## Question

A crystal of Bi2Te3 is held in one fixed structure, and its band gap is calculated at seven levels of theory. HSE06 and PBE0 both replace a quarter of the semilocal exchange of PBE by exact exchange, the exchange energy worked out from the orbitals themselves. HSE06 does so only at short distances between electrons, PBE0 at every distance. r2SCANh replaces a tenth of the exchange of r2SCAN, at every distance. The label SOC marks spin-orbit coupling.

Band gaps of non-magnetic Bi2Te3 (tetradymite structure, R-3m, conventional a = 4.391 Å, c = 31.360 Å), calculated with Ansatz 0.2.0 (plane-wave PAW) at fixed atoms in a cell relaxed with r2SCAN+rVV10. The k mesh is 4×4×4 for HSE06, PBE0 and r2SCANh, and 8×8×8 for PBE, r2SCAN, LDA and PBE+SOC. Gaps are the least over the sampled k points.

| level of theory | band gap (eV) | least direct gap (eV) |
| --- | --- | --- |
| PBE | 0.442 | 0.442 |
| r2SCAN | 0.695 | 0.695 |
| HSE06 | 0.836 | 0.836 |
| PBE+SOC | 0.100 | 0.236 |
| PBE0 | 1.382 | 1.382 |
| LDA | 0.347 | 0.347 |
| r2SCANh | 1.025 | 1.025 |

(a) Why does PBE0 open the gap so much further than HSE06, although both mix in the same fraction? Estimate the size of the effect.

(b) Why does r2SCANh, with only a tenth of exact exchange, lie above HSE06?

(c) In PBE+SOC the least direct gap differs from the band gap. What does this row reveal, and may its change from PBE be subtracted from the other rows?

## Model answer

**(a)** Exact exchange distinguishes filled from empty states. An electron in a filled state is freed from its interaction with itself and avoids others of the same spin, which lowers its energy; an empty state gains much less. The potential of PBE is the same function of position for both, so it misses most of this distinction. Putting in exact exchange therefore opens the gap: by 0.394 eV from PBE to HSE06, and by another 0.546 eV from HSE06 to PBE0.

The second step is the long-range part, and its size can be estimated. The interaction that PBE0 treats exactly and HSE06 does not is $\mathrm{erf}(\omega r)/r$ in atomic units, where $r$ is the distance between two electrons and $\omega$, about 0.11 per bohr, sets where "long range" begins. At small $r$ this interaction levels off at $v_0 = 2\omega/\sqrt{\pi}$. If the exchange between filled states reaches less far than $1/\omega$, about 4.8 Å, each filled state is lowered by $v_0$ and each empty state by nothing.

The semilocal exchange that is taken out had lowered both kinds of state by about $v_0/2$. With a mixing fraction $a$, the valence edge should thus fall by $a v_0/2$, the conduction edge should rise by as much, and the gap should grow by

$$a v_0 = 0.25 \times \frac{2 \times 0.11}{\sqrt{\pi}} \times 27.2\ \text{eV} \approx 0.84\ \text{eV}.$$

The calculated step is about two thirds of this. The estimate is a ceiling for the exact-exchange part, since this interaction can lower a filled state by at most $v_0$ and cannot raise an empty one. A shortfall is expected in a narrow-gap solid: the exchange between filled states spreads over distances comparable with $1/\omega$, so the filled edge state gains less than $v_0$ and the empty one gains something too. The band edges of the two calculations support the picture. If the energy zero of the program is the same in both runs, as the identical cell suggests, the valence edge falls by 0.27 eV from HSE06 to PBE0 and the conduction edge rises by 0.28 eV, nearly the predicted symmetry. HSE06, PBE0 and r2SCANh were run on a 4x4x4 k mesh, PBE, r2SCAN, LDA and PBE+SOC on 8x8x8. Long-range exchange is the part most sensitive to a coarse mesh, which is expected to make the step somewhat too large; this was not tested. The wider gap is also not the better one: in a narrow-gap solid the other electrons screen long-range exchange strongly, so PBE0, which leaves it unscreened, is expected to overshoot. Neither of the two gaps includes spin-orbit coupling, which changes the gap of this material strongly, as (c) shows.

**(b)** r2SCANh starts from a wider gap. r2SCAN lies 0.253 eV above PBE, while LDA and PBE differ by only about 0.1 eV. A likely reason is that r2SCAN depends on the kinetic energy density of the orbitals, so that it too can treat filled and empty states somewhat differently.

To this start r2SCANh adds a small dose of exact exchange at full range. If the opening is proportional to the fraction mixed in, a tenth should give 0.4 times the opening from PBE to PBE0:

$$0.695 + 0.4 \times 0.940 = 1.071\ \text{eV}.$$

The r2SCANh gap did not enter this estimate, which comes out 0.046 eV too high. A small overshoot is expected, because removing a tenth of the exchange of r2SCAN should also remove about a tenth of its lead over PBE. Scaling the short-range opening of HSE06 instead gives 0.853 eV, barely above HSE06 itself. The higher start and the short-range exchange together thus bring r2SCANh about level with HSE06, and the long-range exchange appears to lift it clear. How much of that lift is real remains open, because r2SCANh was run on the same coarse 4x4x4 k mesh as PBE0 and no finer mesh was tried. Both gaps may carry the same kind of mesh error in the long-range exchange, roughly in proportion to the fraction mixed in. The estimate scales the PBE0 opening by that same proportion, so its agreement with the calculated gap would not reveal such an error.

**(c)** Without spin-orbit coupling the smallest gap found on the sampled k points is direct at every level. With it, the PBE gap shrinks to 0.100 eV and becomes indirect: the least direct gap is 0.236 eV. In simple terms, spin-orbit coupling pushes the bismuth-like conduction edge and the tellurium-like valence edge towards each other at Γ, the centre of the Brillouin zone.

Let $g$ be the gap at Γ without the coupling and $S$ the total push. The gap at Γ then becomes $|g-S|$, and it must be at least as large as the least direct gap. With $g = 0.442$ eV this leaves two possibilities. Either $S$ is at most $0.442 - 0.236 = 0.206$ eV and the edges keep their order, or $S$ is at least $0.442 + 0.236 = 0.678$ eV and they have changed places.

These gaps alone do not decide between the two. It is well established, however, that the bands of Bi2Te3 are inverted at Γ, which is what makes it a topological insulator. This makes the second possibility the expected one, although the order of the states at Γ was not checked for this relaxed cell. Where the inverted bands would cross away from Γ, they mix and leave a small gap, so band edges can move off Γ; the indirect gap shows that at least one has done so. As the gap was read on a mesh, 0.100 eV is an upper limit at this level of theory.

The change of −0.342 eV from PBE to PBE+SOC is, on this reading, the net result of closing a gap and opening another, and it may not be subtracted from other rows. While $S$ exceeds $g$ and stays the same, a functional that widens the gap without spin-orbit coupling narrows the gap at Γ once the coupling is included.

## Remarks on the reasoning

In (a), the motion of the two edges adds to the size of the step. The edges move apart by similar amounts when what the filled edge loses of its exchange is about what the empty edge gains, as expected for two bands facing each other across a narrow gap. The symmetry fits the mechanism, but it cannot tell true long-range exchange from a mesh error in it. The printed output after this text gives these shifts beside the estimates.

In (b), it would be a mistake to rank hybrid functionals by their fraction of exact exchange alone. The starting functional and the range of the exchange count as well, and here they outweigh the fraction.

In (c), the tempting answer treats spin-orbit coupling as a fixed correction. That works when the coupling merely shifts the edges of a wide gap. It fails once the push is larger than the gap it acts on, as is expected here.

This leaves a question open. The levels at Γ in PBE+SOC would fix the size of the push, and hybrid calculations with spin-orbit coupling would test whether it carries over. The gaps of 0.836 eV in HSE06 and 1.382 eV in PBE0 both exceed the least push of 0.678 eV deduced from PBE, but that value is only a lower bound. Whether the bands stay inverted at these levels depends on how far above it the true push lies.

Printed output of the fit:

```
Gaps against PBE, eV:
      row    gap  gap_less_PBE  direct_less_gap
      PBE  0.442             0                0
   r2SCAN  0.695         0.253                0
    HSE06  0.836         0.394                0
  PBE+SOC    0.1        -0.342            0.136
     PBE0  1.382          0.94                0
      LDA  0.347        -0.095                0
  r2SCANh  1.025         0.583                0
PBE less LDA, eV: 0.095
r2SCAN less PBE, eV: 0.253
opening PBE to HSE06 (short-range exact exchange), eV: 0.394
opening HSE06 to PBE0 (long-range exact exchange), eV: 0.546
opening PBE to PBE0, eV: 0.94
long-range share of the PBE0 opening, percent: 58.09
distance 1/omega, angstrom: 4.811
ceiling of the long-range Fock opening, eV: 0.8444
half of the ceiling, for each edge, eV: 0.4222
computed long-range opening over ceiling, percent: 64.66
valence edge PBE to HSE06, eV: -0.281
conduction edge PBE to HSE06, eV: 0.1128
valence edge HSE06 to PBE0, eV: -0.2713
conduction edge HSE06 to PBE0, eV: 0.2751
opening r2SCAN to r2SCANh, eV: 0.33
r2SCANh predicted from full-range opening, eV: 1.071
its miss (prediction less computed), eV: 0.046
r2SCANh predicted from screened opening, eV: 0.8526
its miss (prediction less computed), eV: -0.1724
change of the PBE gap with spin-orbit coupling, eV: -0.342
largest spin-orbit pull at Gamma without inversion, eV: 0.206
least spin-orbit pull at Gamma with inversion, eV: 0.678
```
